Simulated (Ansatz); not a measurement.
# AlN: the cost of one run

Method: DFT PBE, scalar-relativistic, plane waves, PAW, in Ansatz 0.2.0.

1 further run of the same task is left out (set aside as unsound or not needed). Runs told in other sessions of the task aren't counted.

**1. The structure to begin with**

The structure is hexagonal, space group P6_3mc (No. 186). Conventional cell: a = 3.130 Å, b = 3.130 Å, c = 5.018 Å, α = 90.00°, β = 90.00°, γ = 120.00°. Al (site symmetry 3m) has 4 N at 1.90 to 1.91 Å in its first shell of neighbours. N (site symmetry 3m) has 4 Al at 1.90 to 1.91 Å in its first shell of neighbours.

Coordinates:

```cif
data_structure
_symmetry_space_group_name_H-M 'P6_3mc'
_symmetry_Int_Tables_number 186
_cell_length_a 3.1302
_cell_length_b 3.1302
_cell_length_c 5.0180
_cell_angle_alpha 90.000
_cell_angle_beta 90.000
_cell_angle_gamma 120.000
_cell_volume 42.58
loop_
_atom_site_label
_atom_site_type_symbol
_atom_site_symmetry_multiplicity
_atom_site_Wyckoff_symbol
_atom_site_fract_x
_atom_site_fract_y
_atom_site_fract_z
_atom_site_occupancy
Al1 Al 2 b 0.33333 0.66667 0.00173 1
N1 N 2 b 0.33333 0.66667 0.38327 1
```

It is the result of an earlier relaxation at this level (volume 10.65 Å³/atom; gap on the mesh: 4.03 eV).

**2. The reference cell**

Reference values: F = -1848.5080 eV; pressure 0.00 GPa; largest force 0.000 eV/Å; gap on the mesh 4.03 eV. It was computed beforehand with the settings of the runs below.

**3. Next: one atom moved over a plane**

Atom 1 (Al) is moved by p along (1.000, 0.000, 0.000) and q along (0.000, 0.000, 1.000) (Å), all else fixed; its images in the other cells move with it. Points alike by symmetry are run once.

**4. Point p = -0.450, q = -0.450**

Input file input.yaml:

```yaml
crystal:
  lattice:
    - [3.1302395627, 0.0, 0.0]
    - [-1.5651197814, 2.7108669813, 0.0]
    - [0.0, 0.0, 5.0179796546]
  atoms:
    - { symbol: Al, position: [0.1895743683, 0.6666666667, -0.0879488083] }
    - { symbol: Al, position: [0.6666666667, 0.3333333333, 0.5017287175] }
    - { symbol: "N", position: [0.3333333333, 0.6666666667, 0.3832712825] }
    - { symbol: "N", position: [0.6666666667, 0.3333333333, 0.8832712825] }
basis:
  ecutwfc: 420
kpoints:
  mp_grid: { grid: [12, 12, 6] }
hamiltonian:
  xc: pbe
scf:
  occupations: { method: gaussian, width: 0.05 }
output:
  forces: true
  stress: true
  eigenvalues: true
```

Started as:

```sh
$ ansatz run input.yaml --threads 2 --pin off --max-ram 5120MiB --backend cpu --events-out ev --progress --plain --runs-dir out
```

What time and memory should one allow on 2 threads of AMD EPYC 7R43 (Zen 3), shared host?

About 8.4 s, with a peak of 0.57 GiB.
